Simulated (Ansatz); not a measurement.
C$_{4}$H$_{6}$O (`C=CC(C)=O`), one more setting.

```yaml
crystal:
  periodic: [false, false, false]
  atoms:
    - {symbol: C, position_ang: [-0.746963, 1.523172, 0.407388]}
    - {symbol: C, position_ang: [-0.048693, 0.496635, 1.037544]}
    - {symbol: C, position_ang: [0.538262, -0.716904, 0.474838]}
    - {symbol: C, position_ang: [0.281799, -0.961767, -1.058093]}
    - {symbol: O, position_ang: [1.139370, -1.527682, 1.138618]}
    - {symbol: H, position_ang: [-1.128084, 2.313858, 0.936190]}
    - {symbol: H, position_ang: [-0.932082, 1.398168, -0.694460]}
    - {symbol: H, position_ang: [0.170531, 0.586244, 2.125145]}
    - {symbol: H, position_ang: [0.727352, -0.122531, -1.658959]}
    - {symbol: H, position_ang: [0.821706, -1.947169, -1.376640]}
    - {symbol: H, position_ang: [-0.734330, -0.989382, -1.261255]}
basis:
  gaussian: {orbitals: def2-TZVPP}
magnetization: {spin_polarized: false, initial_magnetization: 2}
hamiltonian: {xc: {name: r2SCAN0}}
accuracy: high
```

```sh
$ ansatz run in.yaml --threads 4 --pin off --events-out ev --progress --plain --max-ram 10444MiB
```

Shortened log:

```
Functional definition: r2SCAN0
4281 factors; integrals over basis functions are off by at most 4.8e-8 eV
mean field evaluation 1: about -6279.4829 eV, gradient 5.3e1 eV
mean field evaluation 2: about -6279.5625 eV, gradient 5.3e1 eV
mean field evaluation 4: about -6279.3643 eV, gradient 5.0e1 eV
mean field evaluation 8: about -6286.6541 eV, gradient 1.2e0 eV
mean field evaluation 16: about -6286.6598 eV, gradient 6.6e-2 eV
mean field evaluation 32: about -6286.6599 eV, gradient 1.6e-6 eV
mean field -6286.65987118 eV, -231.0304890146 hartree, gradient 7.3e-8 eV, S^2 2.000000; 3 other end points of the search recorded, 0 dependent functions left out
reference -6286.65987324 eV, -231.0304890904 hartree; 20, 18 occupied and 219, 221 virtual orbitals, 4281 factors
Total energy: -6286.65987324 eV, -231.0304890904 hartree
```

Hardware: 4 threads of an Arm Neoverse V1 on a shared host. Wall time 48 s, peak host memory 2 GiB.
